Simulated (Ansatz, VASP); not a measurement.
## Rb in VASP and in Ansatz

INCAR

```
SYSTEM = Rb
  PREC = Accurate
  ENCUT = 520
  EDIFF = 1E-8
  ISMEAR = -1
  SIGMA = 0.05
  LREAL = .False.
  LASPH = .True.
  NELM = 100
  ALGO = Normal
  ISIF = 2
  LWAVE = .False.
  LCHARG = .False.
  GGA = PE
  LEFG = .True.
  NBANDS = 10
```

The input KPOINTS:

```
regular mesh
0
Gamma
  8 8 8
  0 0 0
```

File POSCAR:

```
Rb
1.0
   -2.8337839851      2.8337839851      2.8337839851
    2.8337839851     -2.8337839851      2.8337839851
    2.8337839851      2.8337839851     -2.8337839851
Rb
1
Direct
    0.0000000000      0.0000000000      0.0000000000
```

Input for Ansatz:

```yaml
crystal:
  lattice:
    - [-2.8337839851, 2.8337839851, 2.8337839851]
    - [2.8337839851, -2.8337839851, 2.8337839851]
    - [2.8337839851, 2.8337839851, -2.8337839851]
  atoms:
    - { symbol: Rb, position: [0.0, 0.0, 0.0] }
kpoints:
  mp_grid: { grid: [8, 8, 8] }
scf:
  occupations: { method: fermi_dirac, width: 0.05 }
hamiltonian:
  xc: pbe
  pseudopotentials: { kind: paw }
output:
  forces: true
  stress: true
  eigenvalues: true
  efg: { contact_densities: true }
  write_density: true
  write_potential: true
  elf: true
  volumetric_format: npy
```

Change from the starting cell: volume scaled by 1.03, PAW files.

Alike in both runs: task electric field gradients; functional PBE; k mesh 8 × 8 × 8; occupations fermi-dirac, width 0.05 eV; no spin polarisation.

```csv
,VASP,Ansatz
version,VASP 6.6.1,Ansatz 0.2.0
potentials or method,"VASP PAW PBE potentials, release 64 (Rb_sv)","PAW with Ansatz's default frozen-core files, scalar-relativistic"
plane-wave cutoff (eV),520,420
valence electrons in the cell,9,9
```

```csv
,VASP,Ansatz,Ansatz less VASP
pressure (GPa),0.0,0.0,0.00
Vzz of the field gradient on the site that differs most (V/Å²),0.0,0.0,0.00
```

With one functional, cell and mesh, what is left measures potentials, basis and numerics. Ansatz warned: «gradients_without_spin_orbit».
